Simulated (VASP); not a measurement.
# NaH (Fm-3m) in VASP: notebook, part 2 of 2

VASP 6.6.1.

### Step 5. Single point, PBE

Contents of INCAR:

```
SYSTEM = NaH
PREC = Accurate
ENCUT = 450
EDIFF = 1E-6
ISMEAR = 0
SIGMA = 0.05
LREAL = .False.
LASPH = .True.
NELM = 100
ALGO = Normal
ISIF = 2
LWAVE = .False.
LCHARG = .False.
GGA = PE
NBANDS = 11
ADDGRID = .False.
```

Contents of KPOINTS:

```
Automatic mesh
0
Gamma
  4 4 4
  0 0 0
```

Contents of POSCAR:

```
NaH
1.0
    0.0000000000      2.4400000000      2.4400000000
    2.4400000000      0.0000000000      2.4400000000
    2.4400000000      2.4400000000      0.0000000000
Na H
1 1
Direct
   -0.0187210000      0.0228060000      0.0160610000
    0.4668300000      0.5164870000      0.5214060000
```

Potentials or basis: VASP PAW PBE potentials, release 64 (Na_pv, H).

Started as:

```
> cat potpaw_PBE.64/Na_pv/POTCAR potpaw_PBE.64/H/POTCAR > POTCAR
> mpirun -np 1 vasp_std > vasp.out
```

OUTCAR:

```text
SYSTEM = NaH
   PREC = Accurate
   ENCUT = 450
   EDIFF = 1E-6
   ISMEAR = 0
   LREAL = .False.
   LASPH = .True.
   NELM = 100
   ISIF = 2
   GGA = PE

 Found     36 irreducible k-points:

 Following reciprocal coordinates:
            Coordinates               Weight
  0.000000  0.000000  0.000000      1.000000
  0.250000  0.000000  0.000000      2.000000
  0.000000  0.250000  0.000000      2.000000
  0.000000  0.000000  0.250000      2.000000
  0.250000  0.250000  0.250000      2.000000
  0.500000  0.000000  0.000000      1.000000
   k-points           NKPTS =     36   k-points in BZ     NKDIM =     36   number of bands    NBANDS=     11
   number of dos      NEDOS =    301   number of ions     NIONS =      2
   total plane-waves  NPLWV =  13824
   dimension x,y,z NGX =    24 NGY =   24 NGZ =   24
   dimension x,y,z NGXF=    48 NGYF=   48 NGZF=   48
   ions per type =               1   1
   NGX,Y,Z   is equivalent  to a cutoff of  11.56, 11.56, 11.56 a.u.
   NGXF,Y,Z  is equivalent  to a cutoff of  23.13, 23.13, 23.13 a.u.
 SYSTEM =  NaH
   PREC   = accura    normal or accurate (medium, high low for compatibility)
   ISTART =      0    job   : 0-new  1-cont  2-samecut
   ICHARG =      2    charge: 1-file 2-atom 10-const
   ISPIN  =      1    spin polarized calculation?
   LNONCOLLINEAR =      F non collinear calculations
   LSORBIT =      F    spin-orbit coupling
   LASPH  =      T    aspherical Exc in radial PAW
[... 68 lines left out ...]
      9      14.9719      0.00000
     10      14.9835      0.00000
     11      14.9921      0.00000
[... 57 lines left out ...]
 k-point     6 :       0.5000    0.0000    0.0000
  band No.  band energies     occupation
      1     -23.4424      2.00000
      2     -23.3682      2.00000
      3     -23.3679      2.00000
      4      -2.0467      2.00000
      5       2.5045      0.00000
      6       9.3749      0.00000
      7      11.9983      0.00000
      8      12.0032      0.00000
      9      14.8517      0.00000
     10      14.8530      0.00000
     11      17.3310      0.00000

 [... further k-points ...]

------------------------ aborting loop because EDIFF is reached ----------------------------------------

  FORCE on cell =-STRESS in cart. coord.  units (eV):
  Direction    XX          YY          ZZ          XY          YZ          ZX
  --------------------------------------------------------------------------------------
  -------------------------------------------------------------------------------------
  Total       -0.1639662     -0.1613131     -0.1499896     -0.0000324     -0.0010911     -0.0000316
  in kB       -9.0420201     -8.8957134     -8.2712738     -0.0017858     -0.0601707     -0.0017399
  external PRESSURE =      -8.7363358 kB  Pullay stress =       0.0000000 kB

 VOLUME and BASIS-vectors are now :
 -----------------------------------------------------------------------------
  energy-cutoff  :      450.00
  volume of cell :       29.05
      direct lattice vectors                 reciprocal lattice vectors
     0.000000000  2.440000000  2.440000000    -0.204918033  0.204918033  0.204918033
     2.440000000  0.000000000  2.440000000     0.204918033 -0.204918033  0.204918033
     2.440000000  2.440000000  0.000000000     0.204918033  0.204918033 -0.204918033

 POSITION                                       TOTAL-FORCE (eV/Angst)
 -----------------------------------------------------------------------------------
      0.09484      2.43351      2.44997        -0.001892     -0.017146     -0.039328
      2.53246      2.41130      2.39929         0.001892      0.017146      0.039328
 -----------------------------------------------------------------------------------
    total drift:                               -0.000123     -0.000080      0.000338

  FREE ENERGIE OF THE ION-ELECTRON SYSTEM (eV)
  ---------------------------------------------------
  free  energy   TOTEN  =        -5.0840171592 eV

  energy  without entropy=       -5.0840171592  energy(sigma->0) =       -5.08401716
```

OSZICAR:

```text
N       E                     dE             d eps       ncg     rms          rms(c)
DAV:   1     0.297060349299E+02    0.29706E+02   -0.37815E+03   804   0.748E+02
DAV:   2    -0.451128219927E+01   -0.34217E+02   -0.33536E+02   825   0.173E+02
DAV:   3    -0.550188845496E+01   -0.99061E+00   -0.98958E+00   953   0.283E+01
DAV:   4    -0.550806584438E+01   -0.61774E-02   -0.61767E-02   901   0.227E+00
DAV:   5    -0.550812325290E+01   -0.57409E-04   -0.57408E-04   894   0.223E-01    0.316E+00
DAV:   6    -0.516923694475E+01    0.33889E+00   -0.33669E-01   918   0.271E+00    0.145E+00
DAV:   7    -0.507920206048E+01    0.90035E-01   -0.32310E-01   861   0.208E+00    0.355E-01
DAV:   8    -0.508406782894E+01   -0.48658E-02   -0.10237E-02   843   0.930E-01    0.662E-02
DAV:   9    -0.508402254313E+01    0.45286E-04   -0.11122E-03   935   0.340E-01    0.215E-02
DAV:  10    -0.508401292836E+01    0.96148E-05   -0.57293E-05   854   0.488E-02    0.435E-03
DAV:  11    -0.508401710830E+01   -0.41799E-05   -0.63563E-06   873   0.109E-02    0.322E-03
DAV:  12    -0.508401715919E+01   -0.50898E-07   -0.25366E-07   525   0.329E-03
   1 F= -.50840172E+01 E0= -.50840172E+01  d E =-.212181E-14
```

It took 5.1 s on 1 thread of Intel Xeon Platinum 8259CL at 2.50GHz (Skylake/Cascade Lake), shared host; peak memory 0.13 GiB.

These settings aren't checked as converged: the numbers below hold their error.

Results:

```
Free energy            : -5.0840 eV
Pressure               : -0.9 GPa
Largest force          : 0.043 eV/Å
Band gap on the k mesh : 3.71 eV, indirect (least direct gap 4.55 eV)
```

Caveat: the k mesh is coarse (spacing up to 0.56 Å⁻¹), so the values aren't converged.

### Step 6. Single point, PBE

Changes to INCAR since step 5:

```diff
@@ -2,3 +2,3 @@
 PREC = Accurate
-ENCUT = 450
+ENCUT = 350
 EDIFF = 1E-6
```

Contents of KPOINTS:

```
Automatic mesh
0
Gamma
  5 5 5
  0 0 0
```

Contents of POSCAR:

```
NaH
1.0
    0.0000000000      2.4400000000      2.4400000000
    2.4400000000      0.0000000000      2.4400000000
    2.4400000000      2.4400000000      0.0000000000
Na H
1 1
Direct
    0.0000000000      0.0000000000      0.0000000000
    0.5000000000      0.5000000000      0.5000000000
```

Potentials or basis: VASP PAW PBE potentials, release 64 (Na_pv, H).

Started as:

```
> cat potpaw_PBE.64/Na_pv/POTCAR potpaw_PBE.64/H/POTCAR > POTCAR
> mpirun -np 1 vasp_std > vasp.out
```

It took 2.5 s on 1 thread of Intel Xeon Platinum 8259CL at 2.50GHz (Skylake/Cascade Lake), shared host; peak memory 0.13 GiB.

The run converged, but some of its settings lie outside the range that counts as converged, so its numbers aren't taken as properties of the crystal.

Results:

```yaml
Free_energy: -5.0820 eV
Pressure: -1.2 GPa
Band_gap_on_the_k_mesh: 4.54 eV, indirect (least direct gap 5.02 eV)
```

Caveat: the k mesh is coarse (spacing up to 0.45 Å⁻¹), so the values aren't converged; an odd mesh through Γ misses points on the zone boundary, where band edges often lie.
